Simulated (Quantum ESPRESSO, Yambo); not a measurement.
# A GW run on NaF (Villiaumite) in Yambo, with inputs changed

What do changed inputs do to GW on NaF (Villiaumite)?

Program: Yambo 5.3.0. Level of theory: PBE and many-body steps on it, plane waves. Results are calculated unless marked as measured.

The database entry behind the starting cell differs from later determinations by our own check (0.1 to 0.3 % short, probably kX units), so it need not match the best structure at ambient conditions.

## (1) Set-up

The structure is cubic, space group Fm-3m (No. 225). Conventional cell: a = 4.620 Å, b = 4.620 Å, c = 4.620 Å, α = 90.00°, β = 90.00°, γ = 90.00°. Nearest to Na lie 6 F at 2.31 Å. F has 6 Na at 2.31 Å nearest. Farther neighbours and most contacts between anions are not listed.

As a file:

```cif
data_structure
_symmetry_space_group_name_H-M 'P 1'
_symmetry_Int_Tables_number 1
_cell_length_a 3.2668
_cell_length_b 3.2668
_cell_length_c 3.2668
_cell_angle_alpha 60.000
_cell_angle_beta 60.000
_cell_angle_gamma 60.000
_cell_volume 24.65
loop_
_atom_site_label
_atom_site_type_symbol
_atom_site_fract_x
_atom_site_fract_y
_atom_site_fract_z
_atom_site_occupancy
Na1 Na 0.00000 0.00000 0.00000 1
F2 F 0.50000 0.50000 0.50000 1
```

The cell and positions come from the Crystallography Open Database and are kept as given unless a step says otherwise.

## (2) Base

This step: Yambo 5.3.0; G0W0 on PBE, plane waves, norm-conserving pseudopotentials.

Now the one-shot GW correction: screening in the RPA, then the self-energy of the levels asked for.

gw2.in

```
HF_and_locXC
gw0
dyson
ppa
em1d
rim_cut
RandQpts= 1000000
RandGvec= 1 RL
EXXRLvcs= 76 Ry
VXCRLvcs= 304 Ry
Chimod= "HARTREE"
% BndsRnXp
 1 | 126 |
%
NGsBlkXp= 17 Ry
% LongDrXp
 1 | 1 | 1 |
%
% GbndRnge
 1 | 126 |
%
DysSolver= "n"
ExtendOut
PPAPntXp= 27.21138 eV
% QPkrange
 1 | 1 | 7 | 10 |
%
```

Command:

```sh
$ OMP_NUM_THREADS=1 mpirun -n 4 yambo -F gw2.in -J gw2 -C gw2 > gw2.log
```

The program printed:

```text
 Yambo, version 5.3.0

 [02] CORE Variables Setup
 =========================

  [... cell, symmetries and grids as in the set-up ...]

  [02.05] Energies & Occupations
  ==============================

  [X] === General ===
  [X] Electronic Temperature                        :  0.000000  0.000000 [eV K]
  [X] Bosonic    Temperature                        :  0.000000  0.000000 [eV K]
  [X] Finite Temperature mode                       : no
  [X] El. density                                   :  0.64901E+24 [cm-3]
  [X] Fermi Level                                   :  0.999133 [eV]

  [X] === Gaps and Widths ===
  [X] Conduction Band Min                           :  6.389538 [eV]
  [X] Valence Band Max                              :  0.000000 [eV]
  [X] Filled Bands                                  :   8
  [X] Empty Bands                                   :    9  298
  [X] Direct Gap                                    :  6.389538 [eV]
  [X] Direct Gap localized at k                     :  1
  [X] Indirect Gap                                  :  6.389538 [eV]
  [X] Indirect Gap between kpts                     :  1  1
  [X] Last valence band width                       :  0.531617 [eV]
  [X] 1st conduction band width                     :  6.892425 [eV]

 [03] Transferred momenta grid and indexing
 ==========================================

 IBZ Q-points                                      :  16
 BZ  Q-points                                      :  216

 K/Q-points units:
 rlu = crystal or reduced units; cc = cartesian coordinates; iku = interal k-units

 Q [ 1]         [rlu]:  0.000000  0.000000  0.000000
 Q [ 2]         [rlu]:  0.23370E-16 -0.43854E-17  0.16667
 Q [ 3]         [rlu]:  0.46740E-16 -0.87708E-17  0.33333
 Q [ 4]         [rlu]: -0.72449E-16  0.10818E-16 -0.50000
 Q [ 5]         [rlu]:  0.25724E-16  0.16667      0.16667
 Q [ 6]         [rlu]:  0.23370E-16  0.16667      0.33333
 Q [ 7]         [rlu]: -0.12566E-16  0.16667      0.50000
 Q [ 8]         [rlu]: -0.16938E-16  0.16667     -0.33333
 Q [ 9]         [rlu]:  0.47337E-16  0.16667     -0.16667
 Q [10]         [rlu]:  0.51449E-16  0.33333      0.33333
     [... 4 further rows ...]
 Q [15]         [rlu]:  0.166667  0.333333 -0.333333
 Q [16]         [rlu]:  0.166667 -0.500000 -0.333333

 [04] Coloumb potential Random Integration (RIM)
 ===============================================

  [04.01] RIM initialization
  ==========================

  * Diagonal components only detected *

  8 x (sBL volume)        :  0.055222 [a.u.]
  sBZ random points       :  1000000
  Points outside the sBZ  :   7996195
  RL volume               :  1.490998 [a.u.]
  Integrated volume       :  1.491708 [a.u.]

  [04.02] RIM integrals
  =====================

  Gamma point sphere radius             :  0.069075 [a.u.]
  Points outside the sphere             :   799659
  [Int_sBZ(q=0) 1/q^2]*(Vol_sBZ)^(-1/3) =:  7.764404
                                 should be <:  7.795600

  Summary of Coulomb integrals for non-metallic bands |Q|[au] RIM/Bare

  Q [1] 0.100000E-4 0.995998 * Q [2] 0.207754 1.065683
  Q [5] 0.239893 1.063731 * Q [9] 0.339260 1.025994
  Q [6] 0.397818 1.019604 * Q [3] 0.415507 1.017314
  Q [10] 0.479786 1.013697 * Q [8] 0.522835 1.010763
  Q [14] 0.536417 1.010819 * Q [7] 0.587616 1.008998
  Q [11] 0.623261 1.008132 * Q [4] 0.623261 1.007575
  Q [12] 0.678520 1.006539 * Q [15] 0.709613 1.006052
  Q [13] 0.719679 1.006039 * Q [16] 0.758609 1.005530

 [WARNING] [Xp] User bands 1-126 break level degeneracy

 [05] Dipoles
 ============

  [05.01] Setup: observables and procedures
  =========================================

 [06] Dynamic Dielectric Matrix (PPA)
 ====================================

 [WR./gw2//ndb.pp]---------------------------------------------------------------
  Brillouin Zone Q/K grids (IBZ/BZ)                :   16  216   16  216
  RL vectors                                       :  2445 [WF]
  Coulomb cutoff potential                         : none
  Electronic Temperature                           :  0.000000 [K]
  Bosonic    Temperature                           :  0.000000 [K]
  PPA    diel. fun.  energies                      : Perdew, Burke & Ernzerhof(X)+Perdew, Burke & Ernzerhof(C)
  wavefunctions                                    : Perdew, Burke & Ernzerhof(X)+Perdew, Burke & Ernzerhof(C)
  Global Gauge                                     : length
  X matrix size                                    :  229
  X band range                                     :    1  126
  X e/h energy range                               : -1.000000 -1.000000 [eV]
  X Time ordering                                  : R
  X Hxc Kernel                                     : HARTREE
  X Drude frequency                                :  0.000000  0.000000
  X poles                                          :  100.0000 [o/o]
  RL vectors in the sum                            :  2445
  [r,Vnl] included                                 : yes
  Field direction                                  :  0.577350E-5  0.577350E-5  0.577350E-5
  BZ energy Double Grid                            : no
  BZ energy DbGd points                            : 0
  BZ Q point size factor                           : -1.000000
  X Optical Averaged directions                    : none

 [07] Local Exchange-Correlation + Non-Local Fock
 ================================================

 [VXC] Plane waves :  14841
 [EXS] Plane waves :  1893

 QP @ state[ 1 ] K range:  1  1
 QP @ state[ 1 ] b range:   7  10

 [xc] Functional : Perdew, Burke & Ernzerhof(X)+Perdew, Burke & Ernzerhof(C)
 [xc] LIBXC used to calculate xc functional
  PP Number of Atomic Species                      :  2
  NLCC RL compoments                               :  14841
  PP Number of Atomic Species                      :  2
  NLCC RL compoments                               :  14841

 [xc] E_xc :  -11.60134 [Ha]
      E_xc :  -23.20269 [Ry]

  Local XC kind (lXC) : Perdew, Burke & Ernzerhof(X)+Perdew, Burke & Ernzerhof(C)
  Non-Local XC kind (nlXC) : Hartree-Fock

  Corrections @ K [1] :  [eV]
 <7|nlXC|7> = -30.18507  0.48748E-17 <7|lXC|7> = -22.50797  0.17706E-16
 <8|nlXC|8> = -30.18500 -0.31988E-17 <8|lXC|8> = -22.50797  0.94410E-16
 <9|nlXC|9> = -5.346381  0.64778E-18 <9|lXC|9> = -9.465273  0.94488E-16
 <10|nlXC|10> = -2.176652  0.21991E-18 <10|lXC|10> = -7.169311 -0.49478E-20

 [08] Dyson equation: Newton solver
 ==================================

  [08.01] G0W0 (W PPA)
  ====================

  [  GW  ] Bands range     :    1  126
  [GW/PPA] G damping       :  0.100000 [eV]

  QP @ state[ 1 ] K range:  1  1
  QP @ state[ 1 ] b range:   7  10

   Sc/G bands                                       :    1  126
   Sc/G damping                                     :  0.100000 ev
   Sc bands terminator                              : no
   Sx RL components                                 :  1893

   QP @ state[ 1 ] K range                          :  1  1
   QP @ state[ 1 ] b range                          :   7  10
   GF energies kind                                 : Perdew, Burke & Ernzerhof(X)+Perdew, Burke & Ernzerhof(C)
   GF WF`s kind                                     : Perdew, Burke & Ernzerhof(X)+Perdew, Burke & Ernzerhof(C)
   Xs energies kind                                 : Perdew, Burke & Ernzerhof(X)+Perdew, Burke & Ernzerhof(C)
   Xs WF`s kind                                     : Perdew, Burke & Ernzerhof(X)+Perdew, Burke & Ernzerhof(C)

 [11] Game Over & Game summary
```

Run time: 2.5 min. Hardware: 4 MPI ranks of Arm Neoverse V2, shared host; peak memory 1.6 GiB; 9.7 min of CPU time.

Numbers from this step:

```
G0W0 gap on the points computed              : 10.51 eV
starting gap on the mesh                     : 6.390 eV
k of the valence top                         : 0, 0, 0
k of the conduction bottom                   : 0, 0, 0
least direct G0W0 gap on the computed points : 10.51 eV
Z at the valence top                         : 0.8219
Z at the conduction bottom                   : 0.9033
```

The gap on the mesh goes from 6.39 eV to 10.51 eV, a correction of +4.12 eV.

## (3) Scissors in G

gw7.in, as its differences from gw2.in of step 2:

```diff
@@ -27 +27,4 @@
 %
+% GfnQP_E
+ 1.0 | 1.0 | 1.0 |
+%
```

Command:

```sh
$ OMP_NUM_THREADS=1 mpirun -n 4 yambo -F gw7.in -J gw7,gw2_W -C gw7 > gw7.log
```

The program printed:

```text
 Yambo, version 5.3.0

 [02] CORE Variables Setup
 =========================

  [... cell, symmetries and grids as in the set-up ...]

  [02.05] Energies & Occupations
  ==============================

  [X] === General ===
  [X] Electronic Temperature                        :  0.000000  0.000000 [eV K]
  [X] Bosonic    Temperature                        :  0.000000  0.000000 [eV K]
  [X] Finite Temperature mode                       : no
  [X] El. density                                   :  0.64901E+24 [cm-3]
  [X] Fermi Level                                   :  0.999133 [eV]

  [X] === Gaps and Widths ===
  [X] Conduction Band Min                           :  6.389538 [eV]
  [X] Valence Band Max                              :  0.000000 [eV]
  [X] Filled Bands                                  :   8
  [X] Empty Bands                                   :    9  298
  [X] Direct Gap                                    :  6.389538 [eV]
  [X] Direct Gap localized at k                     :  1
  [X] Indirect Gap                                  :  6.389538 [eV]
  [X] Indirect Gap between kpts                     :  1  1
  [X] Last valence band width                       :  0.531617 [eV]
  [X] 1st conduction band width                     :  6.892425 [eV]

 [03] Transferred momenta grid and indexing
 ==========================================

 IBZ Q-points                                      :  16
 BZ  Q-points                                      :  216

 K/Q-points units:
 rlu = crystal or reduced units; cc = cartesian coordinates; iku = interal k-units

 Q [ 1]         [rlu]:  0.000000  0.000000  0.000000
 Q [ 2]         [rlu]:  0.23370E-16 -0.43854E-17  0.16667
 Q [ 3]         [rlu]:  0.46740E-16 -0.87708E-17  0.33333
[...]
[G+QP] Direct Gap                                 :  7.389538 [eV]
  [G+QP] Direct Gap localized at k                  :  1
  [G+QP] Indirect Gap                               :  7.389538 [eV]
  [G+QP] Indirect Gap between kpts                  :  1  1
  [G+QP] Last valence band width                    :  0.531617 [eV]
  [G+QP] 1st conduction band width                  :  6.892425 [eV]

  [coarse-grid] Minimum Bare Gap        [ev]:  6.389538
  [coarse-grid] Minimum Gap Correction  [ev]:  1.000000

  Eqp @ K [ 1]
   -47.060      -19.112      -18.944      -18.944      -18.944     -0.85874E-12 -0.28625E-12   0.0000
    7.38954  20.15610  20.15610  20.15610  22.97694  25.26848  25.26848  27.93717
  Eqp @ K [ 2]
  -47.05693 -19.42973 -18.94693 -18.94693 -18.59270  -0.48477  -0.06492  -0.06492
[...]
Eqp @ K [ 3]
[...]
Eqp @ K [ 8]
[...]
Eqp @ K [ 9]
[...]
13.50609  14.01279  17.30191  19.16655  23.83648  24.54742  29.18486  29.75771
   14.28196  14.36831  15.72982  18.87363  22.63233  27.23545  27.32946  29.71081

 [06] Dipoles
 ============

  [06.01] Setup: observables and procedures
  =========================================

 [07] Dynamic Dielectric Matrix (PPA)
 ====================================

   Sc/G bands                                       :    1  126
   Sc/G damping                                     :  0.100000 ev
   Sc bands terminator                              : no
   Sx RL components                                 :  1893

   QP @ state[ 1 ] K range                          :  1  1
   QP @ state[ 1 ] b range                          :   7  10
   GF energies kind                                 : Perdew, Burke & Ernzerhof(X)+Perdew, Burke & Ernzerhof(C)+ user defined corrections @E
   GF WF`s kind                                     : Perdew, Burke & Ernzerhof(X)+Perdew, Burke & Ernzerhof(C)
   Xs energies kind                                 : Perdew, Burke & Ernzerhof(X)+Perdew, Burke & Ernzerhof(C)
   Xs WF`s kind                                     : Perdew, Burke & Ernzerhof(X)+Perdew, Burke & Ernzerhof(C)

 [12] Game Over & Game summary
```

Wall time 42 s (4 MPI ranks); peak memory 1.5 GiB; 2.8 min of CPU time.

Numbers from this step:

```yaml
g0w0_gap_on_the_points_computed: 10.59 eV
starting_gap_on_the_mesh: 6.390 eV
k_of_the_valence_top: 0, 0, 0
k_of_the_conduction_bottom: 0, 0, 0
least_direct_g0w0_gap_on_the_computed_points: 10.59 eV
z_at_the_valence_top: 0.8224
z_at_the_conduction_bottom: 0.9079
```

The program's own table gives 10.678 eV, which is too large where the input levels are shifted: this version takes Σc at the unshifted level E₀, yet steps from the shifted one. The value above is the Newton step from E₀, E₀ + Z(Σc + Σx − Vxc), rebuilt from the printed columns.

## (4) Two empty bands

gw8.in

```
HF_and_locXC
gw0
dyson
ppa
em1d
rim_cut
RandQpts= 1000000
RandGvec= 1 RL
EXXRLvcs= 76 Ry
VXCRLvcs= 304 Ry
Chimod= "HARTREE"
% BndsRnXp
 1 | 10 |
%
NGsBlkXp= 17 Ry
% LongDrXp
 1 | 1 | 1 |
%
% GbndRnge
 1 | 10 |
%
DysSolver= "n"
ExtendOut
PPAPntXp= 27.21138 eV
% QPkrange
 1 | 1 | 7 | 10 |
%
```

Command:

```sh
$ OMP_NUM_THREADS=1 mpirun -n 4 yambo -F gw8.in -J gw8 -C gw8 > gw8.log
```

The program printed:

```text
 Yambo, version 5.3.0

 [02] CORE Variables Setup
 =========================

  [... cell, symmetries and grids as in the set-up ...]

  [02.05] Energies & Occupations
  ==============================

  [X] === General ===
  [X] Electronic Temperature                        :  0.000000  0.000000 [eV K]
  [X] Bosonic    Temperature                        :  0.000000  0.000000 [eV K]
  [X] Finite Temperature mode                       : no
  [X] El. density                                   :  0.64901E+24 [cm-3]
  [X] Fermi Level                                   :  0.999133 [eV]

  [X] === Gaps and Widths ===
  [X] Conduction Band Min                           :  6.389538 [eV]
  [X] Valence Band Max                              :  0.000000 [eV]
  [X] Filled Bands                                  :   8
  [X] Empty Bands                                   :    9  298
  [X] Direct Gap                                    :  6.389538 [eV]
  [X] Direct Gap localized at k                     :  1
  [X] Indirect Gap                                  :  6.389538 [eV]
  [X] Indirect Gap between kpts                     :  1  1
  [X] Last valence band width                       :  0.531617 [eV]
  [X] 1st conduction band width                     :  6.892425 [eV]

 [03] Transferred momenta grid and indexing
 ==========================================

 IBZ Q-points                                      :  16
 BZ  Q-points                                      :  216

 K/Q-points units:
 rlu = crystal or reduced units; cc = cartesian coordinates; iku = interal k-units

 Q [ 1]         [rlu]:  0.000000  0.000000  0.000000
 Q [ 2]         [rlu]:  0.23370E-16 -0.43854E-17  0.16667
 Q [ 3]         [rlu]:  0.46740E-16 -0.87708E-17  0.33333
[...]
================================================

 [VXC] Plane waves :  14841
 [EXS] Plane waves :  1893

 QP @ state[ 1 ] K range:  1  1
 QP @ state[ 1 ] b range:   7  10

 [xc] Functional : Perdew, Burke & Ernzerhof(X)+Perdew, Burke & Ernzerhof(C)
 [xc] LIBXC used to calculate xc functional
  PP Number of Atomic Species                      :  2
  NLCC RL compoments                               :  14841
  PP Number of Atomic Species                      :  2
  NLCC RL compoments                               :  14841

 [xc] E_xc :  -11.60134 [Ha]
      E_xc :  -23.20269 [Ry]

  Local XC kind (lXC) : Perdew, Burke & Ernzerhof(X)+Perdew, Burke & Ernzerhof(C)
  Non-Local XC kind (nlXC) : Hartree-Fock

  Corrections @ K [1] :  [eV]
 <7|nlXC|7> = -30.18507  0.48748E-17 <7|lXC|7> = -22.50797  0.17706E-16
 <8|nlXC|8> = -30.18500 -0.31988E-17 <8|lXC|8> = -22.50797  0.94410E-16
 <9|nlXC|9> = -5.346381  0.64778E-18 <9|lXC|9> = -9.465273  0.94488E-16
 <10|nlXC|10> = -2.176652  0.21991E-18 <10|lXC|10> = -7.169311 -0.49478E-20

 [08] Dyson equation: Newton solver
 ==================================

  [08.01] G0W0 (W PPA)
  ====================

  [  GW  ] Bands range     :   1  10
  [GW/PPA] G damping       :  0.100000 [eV]

  QP @ state[ 1 ] K range:  1  1
  QP @ state[ 1 ] b range:   7  10

   Sc/G bands                                       :   1  10
   Sc/G damping                                     :  0.100000 ev
   Sc bands terminator                              : no
   Sx RL components                                 :  1893

   QP @ state[ 1 ] K range                          :  1  1
   QP @ state[ 1 ] b range                          :   7  10
   GF energies kind                                 : Perdew, Burke & Ernzerhof(X)+Perdew, Burke & Ernzerhof(C)
   GF WF`s kind                                     : Perdew, Burke & Ernzerhof(X)+Perdew, Burke & Ernzerhof(C)
   Xs energies kind                                 : Perdew, Burke & Ernzerhof(X)+Perdew, Burke & Ernzerhof(C)
   Xs WF`s kind                                     : Perdew, Burke & Ernzerhof(X)+Perdew, Burke & Ernzerhof(C)

 [11] Game Over & Game summary
```

The job ended after 9.8 s (4 MPI ranks; peak memory 1.4 GiB).

The run ended normally, though the input holds a fault or crude settings.

The fault put into this input: two empty bands. It printed a gap of 12.00 eV, an artefact of the input.

## (5) The runs together

Times are wall times on 4 MPI ranks of Arm Neoverse V2, shared host, good to a factor of about two.

| run | mesh | bands | screening cutoff (eV) | DFT gap (eV) | gap on the mesh (eV) | direct (eV) | time |
| --- | --- | --- | --- | --- | --- | --- | --- |
| base | 6×6×6 | 126 | 231.3 | 6.390 | 10.514 | 10.514 | 2.5 min |
| scissors in G | 6×6×6 | 126 | 231.3 | 6.390 | 10.585 | 10.585 | 42 s |

## (6) Outcome

```yaml
base: 10.514 eV
scissors_in_g: 10.585 eV
known_limits: not at the basis limit
```

What this shows: Scissors in G: +0.071 eV against base (keys changed: GfnQP_E). Bands and cutoff are finite, so the gap is not at the basis limit. The miss can reach some tenths of an eV and take either sign; the mesh is an error of its own. In the G0W0 runs levels were corrected at 1 k point alone, so a gap called «on the mesh» is the least over those, and an edge elsewhere would be missed.

[Paths, hosts, dates, memory and timing lines, banners, echoed tables and standing remarks are left out of the program output.]

[Logs are printed without paths, hosts, clocks, repeated set-up lines and the standing remarks that a program may print on its own settings, such as how far it seeks lower states.]

[Runs of the session that timed out or met a known fault of the program may be left out.]

[Hosts, paths, dates, database ids (printed as entryN), source tags and the programs' standing remarks are cut or masked in the printed files.]
